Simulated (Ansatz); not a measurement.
Structure: COD 2013551, as refined from experiment and not relaxed. The listed cell was then made from it by scaling, straining or moving an atom.

An input for MgI2: DFT, PBEsol, all-electron PAW with datasets made for the crystal, scalar-relativistic (Ansatz 0.2.0).

Command: `ansatz run input.yaml --threads 1 --pin off --max-ram 4096MiB --backend cpu --events-out ev --progress --plain --runs-dir out` The run took 12 s on 1 thread of Arm Neoverse V1 (shared host), peak memory 0.56 GiB.

```yaml
crystal:
  lattice:
    - [4.2367741238, 0.0, 0.0]
    - [-2.1183870619, 3.6691540213, 0.0]
    - [0.0, 0.0, 6.862]
  atoms:
    - { symbol: Mg, position: [0.0, 0.0, 0.0] }
    - { symbol: I, position: [0.3333333333, 0.6666666667, 0.75763] }
    - { symbol: I, position: [0.6666666667, 0.3333333333, 0.24237] }
kpoints:
  mp_grid: { grid: [7, 7, 4] }
scf:
  occupations: { method: fermi_dirac, width: 0.03 }
hamiltonian:
  xc: pbesol
  pseudopotentials: { kind: all_electron, datasets: crystal }
output:
  forces: true
  stress: true
  eigenvalues: true
  efg: { contact_densities: true }
```

The results part of the log:

```
SCF 1 converged in 9 iterations: F = -392565.397801 eV  dr2 = 2.07e-8
  Residual-converged pass: ⟨swp⟩=3.9  Hψ=1802  notcnv=0  max |occ|·‖R‖ = 6.4e-6 eV (tolerance 6.5e-6 eV)  dr2=2.01e-8  dr2_onsite=3.05e-8  max |Δocc| = 0.0e0
  greatest PAW one-centre occupation: 1.010 electrons in one spin orbital (limit 2), on the Mg atom at site 0 (counted from 0), in its partial waves of l = 0
SCF converged after 9 iterations
Free energy (F): -392565.397801 eV
Harris-Foulkes:  -392565.397801 eV  (|F-HF|=1.76e-8)
Internal energy: -392565.397801 eV  (E = F + TS)
E sigma→0 (E₀):  -392565.397801 eV
Past the cutoff: the bands carry plane waves up to 1.75 times it, of which those up to 1.5 times it add -0.000116 eV an atom, each by itself; the spheres take 0.000202 eV an atom off the energy for waves past 1.75 times it
By the cutoff:   a pressure is off by up to 0.005 GPa (1.2 times the spheres' own share and the shells' term, over an atom's volume, and 0.004 GPa: a bound that held against runs at twice the plane waves)
Past the cutoffs: a stress includes 0.0004 GPa for waves and charges beyond them, in addition to the slope of what the spheres take
In the spheres:  the bands' charges fall short by 4.8e-7 e at most (sound up to 1e-3)
Fermi energy:    7.257860 eV
--- Per-component energies (eV) ---
  The terms above E_closure are by the made datasets' own strengths, without shells solved beside the bands.
--- Forces (eV/Å), atoms counted from 1 ---
  atom   1  Mg     0.00000000     0.00000000     0.00000000
  atom   2  I      0.00000000     0.00000000     0.16635497
  atom   3  I      0.00000000    -0.00000000    -0.16635497
  max |Σ_I F_I| component: 9.25e-18 eV/Å
--- Stress (GPa, compression-positive) ---
       -1.599769       0.000000       0.000000
       -0.000000      -1.599769      -0.000000
        0.000000      -0.000000      -0.659395
  P = ⅓ Tr σ = -1.2863 GPa (-12.863 kbar)
--- PAW observables at the nuclei: V_zz in 10²¹ V/m², potentials from the cell's mean, atoms counted from 1 ---
  atom   1  Mg V_zz =    +0.073649   η = 0.0000   by run symmetry: allowed
            electrostatic potential = -1097.961278 V   contact ρ = 7766.656872 e/Å³
  atom   2  I  V_zz =    -6.776822   η = 0.0000   by run symmetry: allowed
            electrostatic potential = -8884.071758 V   contact ρ = 1601473.125333 e/Å³
  atom   3  I  V_zz =    -6.776822   η = 0.0000   by run symmetry: allowed
            electrostatic potential = -8884.071758 V   contact ρ = 1601473.125333 e/Å³
--- Band table (eV; the first three rows and the last of 28) ---
  k-point 0: bands = ["-69.4152", "-38.0339", "-38.0339", "-38.0337", "-38.0337", "-38.0200", "-38.0200", "-38.0195", "-38.0195", "-38.0136", "-38.0133", "-36.3602", "-36.3574", "-36.3574", "-6.4299", "-5.7532", "2.1560", "5.0212", "5.0212", "5.3997", "5.3997", "5.6117", "8.9198", "10.0922"]
  k-point 1: bands = ["-69.4152", "-38.0339", "-38.0339", "-38.0337", "-38.0337", "-38.0200", "-38.0200", "-38.0196", "-38.0196", "-38.0135", "-38.0134", "-36.3602", "-36.3574", "-36.3574", "-6.3681", "-5.8362", "2.4633", "4.9579", "5.0627", "5.0627", "5.3566", "5.3566", "9.4286", "10.1389"]
  k-point 2: bands = ["-69.4152", "-38.0339", "-38.0339", "-38.0337", "-38.0337", "-38.0199", "-38.0199", "-38.0197", "-38.0197", "-38.0135", "-38.0134", "-36.3602", "-36.3574", "-36.3574", "-6.2791", "-5.9460", "2.9566", "4.2022", "5.1232", "5.1232", "5.2945", "5.2945", "9.8803", "10.1651"]
  k-point 27: bands = ["-69.4152", "-38.0335", "-38.0334", "-38.0333", "-38.0332", "-38.0201", "-38.0200", "-38.0199", "-38.0197", "-38.0131", "-38.0131", "-36.3598", "-36.3581", "-36.3579", "-5.6859", "-5.6276", "2.3647", "2.8067", "3.1155", "3.6380", "4.9877", "5.0797", "10.1104", "11.1892"]
```
